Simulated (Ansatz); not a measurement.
# Relativistic treatment of NaCl

```xyz
2
Lattice="0.0000 2.8317 2.8317 2.8317 0.0000 2.8317 2.8317 2.8317 0.0000" Properties=species:S:1:pos:R:3 pbc="T T T"
Na    0.0000    0.0000    0.0000
Cl    2.8317    2.8317    2.8317
```

Atoms are numbered in the order listed.

Conventional cell: a = 5.663 Å, b = 5.663 Å, c = 5.663 Å, α = 90.00°, β = 90.00°, γ = 90.00°. Around Na (atom 1) lie 6 Cl at 2.83 Å. Cl (atom 2) is surrounded by 6 Na at 2.83 Å.

The structure is an experimental refinement, used without relaxation. It was measured hot, at 423 K.

One fixed cell is solved with PBE by full-potential LAPW in Ansatz 0.2.0 under different relativistic treatments. Pressure is positive in compression.

The runs use a Γ-centred 7×7×7 k mesh, Fermi–Dirac smearing of 0.03 eV, basis error target 0.25 meV/atom, no spin polarisation.

```json
{"setting": "scalar-relativistic", "P (GPa)": "0.43", "gap over the k mesh and a high-symmetry path (eV)": "?", "lowest level at Γ above −25 eV, from the valence-band top or, without a gap, the Fermi level (eV)": "-20.85"}
{"setting": "non-relativistic", "P (GPa)": "0.46", "gap over the k mesh and a high-symmetry path (eV)": "?", "lowest level at Γ above −25 eV, from the valence-band top or, without a gap, the Fermi level (eV)": "-20.86"}
```

**Question.** What belongs in the row "scalar-relativistic", column "gap over the k mesh and a high-symmetry path (eV)"?

**Answer.** 5.06.

**Question.** Give the missing entry: row "non-relativistic", column "gap over the k mesh and a high-symmetry path (eV)".

**Answer.** 5.14.
